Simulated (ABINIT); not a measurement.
Crystal: As.

```
CELL_PARAMETERS angstrom
1.88080 1.08588 3.51406
-1.88080 1.08588 3.51406
0.00000 -2.17176 3.51406
ATOMIC_POSITIONS crystal
As 0.22600 0.22600 0.22600
As 0.77400 0.77400 0.77400
```

```yaml
Program: ABINIT 10.8.3 (patched build)
Task: relaxation of cell and atoms
Functional: PBEsol
Potentials_or_basis: JTH PAW PBE v2.0
Cutoff: 408 eV
k_mesh: 9 × 9 × 9
Occupations: fermi-dirac, width 0.05 eV
Spin: no spin polarisation
```

At the start: pressure 0.4 GPa; volume 21.53 Å³/atom.

**Question.** How do energy, volume and symmetry change on relaxing?

**Answer.** Over 11 steps the energy falls by 9.6 meV/atom and the volume is 20.88 Å³/atom (-3.0 %); space group R-3m (No. 166, to 0.05 Å).

The path:
```csv
step,energy change (eV),largest force (eV/Å),pressure (GPa),volume (Å³)
1,0.0000,0.3934,0.38,43.06
2,-0.0030,0.3146,0.07,43.11
3,-0.0092,0.0318,-0.88,43.17
4,-0.0103,0.0130,-0.90,43.06
5,-0.0141,0.1080,-0.52,42.42
6,-0.0159,0.1059,0.02,41.91
7,-0.0170,0.0648,0.42,41.63
8,-0.0180,0.0074,0.61,41.52
9,-0.0188,0.0365,0.51,41.58
10,-0.0192,0.0356,0.24,41.69
11,-0.0193,0.0129,0.04,41.76
```

Final structure:
```xyz
2
Lattice="1.8932 1.0930 3.3632 -1.8932 1.0930 3.3632 0.0000 -2.1860 3.3632" Properties=species:S:1:pos:R:3 pbc="T T T"
As    0.0000    0.0000    2.3212
As    0.0000    0.0000    7.7684
```

Caveat: the PAW data sets were made with another functional, which shifts forces and pressure a little.
